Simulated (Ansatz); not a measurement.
## Te under changes of volume

One of the cells (33.357 Å³/atom); the others are scaled copies at fixed shape and fractional positions:

```
Te
1.0
     3.13077    0.00000    0.00000
     0.00000    4.74291    0.00000
     0.00000    0.00000    8.98561
Te
4
Direct
  0.50000 0.01253 0.50919
  0.50000 0.98747 0.00919
  0.50000 0.45473 0.26081
  0.50000 0.54527 0.76081
```

This isn't the form of Te at room conditions, which is trigonal, of chains.

```yaml
Program: Ansatz 0.2.0
Functional: PBE
Potentials_or_basis: Ansatz PAW
Cutoff: "420 eV (not typed: the program's choice for these potentials)"
k_mesh: 9 × 6 × 3
Occupations: fermi-dirac, width 0.05 eV
Spin: no spin polarisation
```

```tsv
volume (Å³/atom)	energy over the lowest point (meV/atom)	pressure (GPa)	largest force (eV/Å)
31.355	21.58	3.6	0.219
32.022	9.36	2.3	0.160
32.690	2.36	1.1	0.104
33.357	0.00	0.1	0.053
34.024	1.77	-0.9	0.013
34.691	7.23	-1.7	0.044
35.358	?	?	?
```

**Question.** What does the run at 35.358 Å³/atom give?

**Answer.** Energy over the lowest point 15.95 meV/atom; pressure -2.4 GPa; largest force 0.085 eV/Å.

Worked out: A Birch-Murnaghan fit of order 3 (a polynomial in V^(-2/3)) to the other rows has its minimum at 33.39 Å³/atom with B0 = V·E''(V) = 49 GPa and B' = 4.8 at fixed shape and positions, which overstates the stiffness. It gives 15.96 meV/atom at 35.358 Å³/atom, against the run's 15.95, and -dE/dV = -2.5 GPa, against -2.4.

Energies are extrapolated to zero smearing.

Caveats: this functional lacks dispersion, which binds the layers, so the pressure and a relaxed spacing across them are unreliable.
